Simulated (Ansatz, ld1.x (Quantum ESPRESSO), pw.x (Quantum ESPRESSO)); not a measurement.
## Equation-of-state test of one TM potential (Hf)

- Element: hafnium
- Generator: ld1.x (Quantum ESPRESSO) 7.5
- Type: norm-conserving Troullier–Martins (Kleinman–Bylander form)
- Functional: PBE
- Relativity: scalar-relativistic
- Frozen core: [Xe] 4f14
- Valence charge: 4
- Reference configuration: 5d2 6s2 6p0
- Partial waves: 6s (bound): rc 2.05 bohr; 6p (bound, empty): rc 4.20 bohr; 5d (bound): rc 2.45 bohr
- Local potential: all-electron potential smoothed inside 4.10 bohr (lloc = -2)
- Core correction: Bessel-smoothed model core inside 1.60 bohr

Atomic tests: cutoffs needed: 21 Ry and 50 Ry (the cutoffs (Ry, on a coarse ladder) from which the occupation-weighted sum of valence levels, in a spherical-Bessel basis at the reference potential, stays within 10 and 1 mRy of its value at 400 Ry); ghost test: ghost state, extra bound levels that the all-electron valence spectrum of the same l lacks: s at -88.5 eV; a true bound ghost makes a file unfit for plane-wave use (spherical-Bessel basis up to 400 Ry, 20 bohr box); configuration tests: 1 of 7 tests not solved or not reliable.

Crystal test: fcc Hf in pw.x 7.5, no spin, 13³ k-points, Fermi–Dirac smearing 0.01 Ry, cutoffs 60/240 Ry. The reference is all-electron LAPW (Ansatz 0.2.0) with the same functional, mesh and smearing; V0 and B0 come from Birch–Murnaghan fits to the pressures at five volumes. Errors are pseudo minus all-electron; Δ is the rms difference of the E(V) curves that follow from these fits, minima aligned, over ±6 % about the mean V0. Mesh and smearing are coarse, so the numbers serve the comparison and aren't converged zero-temperature values; the lattice is a test structure that the element need not adopt.

All-electron: a0 = 4.490 Å (V0 = 22.63 Å³/atom), B0 = 101.6 GPa.

How far does the potential miss the all-electron equation of state?

mean pressure error (GPa): +40.80. The pressure does not cross zero within the volumes sampled, so no fit is given. The largest radius (4.20 bohr) exceeds half the bond length (3.00 bohr), so the spheres overlap, which is one possible source of error among others. This is a poor potential for the solid. Note: ghost state, extra bound levels that the all-electron valence spectrum of the same l lacks: s at -88.5 eV. A true bound ghost makes a file unfit for plane-wave use. Atomic configuration tests: 1 of 7 tests not solved or not reliable.

| V (Å³/atom) | P all-electron (GPa) | P pseudo (GPa) |
| --- | --- | --- |
| 21.547 | 5.40 | 47.36 |
| 22.114 | 2.43 | 43.82 |
| 22.681 | -0.23 | 40.58 |
| 23.248 | -2.62 | 37.59 |
| 23.815 | -4.76 | 34.87 |

At the middle volume, how do free energy and pressure move when the wave cutoff is lowered (ecutrho kept at four times it)?

```
cutoff (Ry)  shift of F (meV/atom)  shift of P (GPa)
         27                +4340.2            -42.99
         36                +2864.9             +0.33
         48                +1145.8            -50.00
```

The run at the middle volume (84 k-points, 8 iterations) took about 10 s on one core of a shared host (Neoverse-V1, 32 threads, 247 GiB, load 20).
